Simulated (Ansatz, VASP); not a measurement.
## MgO2: VASP beside Ansatz

```
CELL_PARAMETERS angstrom
-2.19054 2.19054 2.68960
2.19054 -2.19054 2.68960
2.19054 2.19054 -2.68960
ATOMIC_POSITIONS crystal
Mg 0.25000 0.25000 0.00000
Mg 0.75000 0.75000 0.00000
O 0.11999 0.61999 0.73999
O 0.61999 0.88001 0.50000
O 0.88001 0.38001 0.26001
O 0.38001 0.11999 0.50000
```

The cell was built by a generator and needn't be a form met in nature.

Alike in both runs: task relaxation of cell and atoms; functional r2SCAN; k mesh 8 × 8 × 8; occupations gaussian, width 0.02 eV; no spin polarisation.

```csv
,VASP,Ansatz
version,VASP 6.6.1,Ansatz 0.2.0
potentials or method,"VASP PAW PBE potentials, release 64 (Mg, O)","scalar-relativistic, plane waves, PAW"
plane-wave cutoff (eV),600,500
valence electrons in the cell,28,44
```

|  | VASP | Ansatz | Ansatz less VASP |
| --- | --- | --- | --- |
| gap on the k mesh at the Fermi level, each at its own relaxed structure (eV) | 3.44 | 3.57 | +0.128 |
| relaxed volume (Å³/atom) | 8.54 | 8.60 | +0.065 |
| relaxed cell length with the largest relative difference (Å) | 4.091 | 4.102 | +0.0109 |

The two sets of potentials don't hold the same shells in valence.

Caveats: the PAW data sets were made with another functional, which shifts forces and pressure a little (VASP). A k mesh can miss the band edges. r2SCAN opens gaps a little over a GGA but as a rule still falls short of measured ones.
